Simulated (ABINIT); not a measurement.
Crystal: Sb.

```xyz
2
Lattice="3.1224 0.0000 0.0000 0.0000 4.3475 0.0000 -0.0389 0.0000 4.4059" Properties=species:S:1:pos:R:3 pbc="T T T"
Sb    0.0262    1.0869    1.0625
Sb    3.0573    3.2606    3.3433
```

This isn't the form of Sb at room conditions, which is rhombohedral.

```yaml
Program: ABINIT 10.8.3 (patched build)
Task: single point
Functional: PBE
Potentials_or_basis: JTH PAW PBE v2.0
Cutoff: 435 eV
k_mesh: 9 × 6 × 6
Occupations: fermi-dirac, width 0.05 eV
Spin: no spin polarisation
```

On this cell: pressure 0.3 GPa; largest force 0.054 eV/Å; band gap on the k mesh none (metal or under the smearing width).

The same run follows on a disturbed copy (atoms moved at random, drawn with an rms of 0.05 Å):

```xyz
2
Lattice="3.1224 0.0000 0.0000 0.0000 4.3475 0.0000 -0.0389 0.0000 4.4059" Properties=species:S:1:pos:R:3 pbc="T T T"
Sb    0.0286    1.1368    1.0689
Sb    3.0974    3.2454    3.3720
```

Q: What changes?

A: The energy (extrapolated to zero smearing) moves by +2.0 meV/atom; pressure 0.5 GPa; largest force 0.115 eV/Å; band gap on the k mesh none (metal or under the smearing width).

Forces in eV/Å, atoms in the order of the input:
```
Sb  -0.012 -0.091  0.068
Sb   0.012  0.091 -0.068
```

Stress tensor (GPa, compression positive):
```
 1.02  0.01  0.08
 0.01  0.20 -0.44
 0.08 -0.44  0.43
```
